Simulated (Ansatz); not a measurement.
**GePt: a short molecular-dynamics run**

Aim: set GePt (a distorted structure, 8 atoms, not relaxed) in motion for 40 steps of 1.5 fs under a Langevin thermostat at 600 K, and see how temperature, energy and positions respond.

Method: DFT PBE, plane waves, PAW, scalar-relativistic, no spin polarisation, in Ansatz 0.2.0.

**1. Starting point**

The cell holds 8 atoms (Ge4Pt4): a = 5.530 Å, b = 3.865 Å, c = 6.088 Å, α = 90.81°, β = 85.39°, γ = 90.88°.

Structure file:

```
Pt Ge
1.0
     5.52523   -0.04328    0.22586
    -0.02798    3.86502   -0.02616
     0.24027   -0.04304    6.08351
Pt Ge
4 4
Direct
  0.99793 0.24870 0.19221
  0.49625 0.73422 0.69019
  0.50923 0.24093 0.31441
  0.99909 0.74821 0.80967
  0.17550 0.24095 0.59550
  0.30954 0.74796 0.08437
  0.68054 0.25565 0.90524
  0.81083 0.73723 0.41221
```

**2. Molecular dynamics**

input.yaml reads:

```yaml
crystal:
  lattice:
    - [5.525228, -0.043278, 0.22586]
    - [-0.027977, 3.865016, -0.026155]
    - [0.240275, -0.043043, 6.083513]
  atoms:
    - { symbol: Pt, position: [0.997928, 0.248703, 0.192211] }
    - { symbol: Pt, position: [0.49625, 0.734217, 0.690186] }
    - { symbol: Pt, position: [0.509225, 0.24093, 0.314408] }
    - { symbol: Pt, position: [0.999093, 0.748208, 0.809674] }
    - { symbol: Ge, position: [0.175496, 0.240949, 0.595501] }
    - { symbol: Ge, position: [0.309535, 0.747964, 0.084367] }
    - { symbol: Ge, position: [0.680537, 0.255649, 0.905242] }
    - { symbol: Ge, position: [0.810828, 0.73723, 0.412208] }
kpoints:
  mp_grid: { grid: [3, 4, 3] }
magnetization:
  spin_polarized: false
scf:
  occupations: { method: fermi_dirac, width: 0.05 }
hamiltonian:
  pseudopotentials: { kind: paw }
  xc: pbe
basis:
  ecutwfc: 420
md:
  timestep: 1.5
  n_steps: 40
  ensemble: nvt_langevin
  temperature: 600.0
  initial_velocities: maxwell_boltzmann
  seed: 705374
```

The run is started by

```bash
ansatz run input.yaml --threads 2 --pin off --max-ram 2560MiB --backend cpu --events-out ev --progress --plain --runs-dir out
```

Q: Predict the outcome of this session. Wanted: temperature, first and last step; temperature, second half; potential energy, second half; mean square displacement, second half.

**Answer**, as computed:

| quantity | value |
| --- | --- |
| length | 40 steps of 1.5 fs |
| temperature, first and last step | 525 and 482 K |
| temperature, second half | mean 431 K, from 291 to 519 K |
| potential energy, second half | +34 meV/atom from the start |
| mean square displacement, second half | Ge 0.019, Pt 0.013 Å² |

What this shows: Against a set 600 K the second half averages 431 K, going from 372 to 482 K over that half; 34 meV/atom has gone into potential energy, and a thermostat that acts over some 100 fs has not made it up in 60 fs. The farthest move is 0.22 Å, against a mean nearest distance of 2.4 Å at the start: no atom has changed site so far. A run of 60 fs with 8 atoms shows the motion but fixes no equilibrium value.
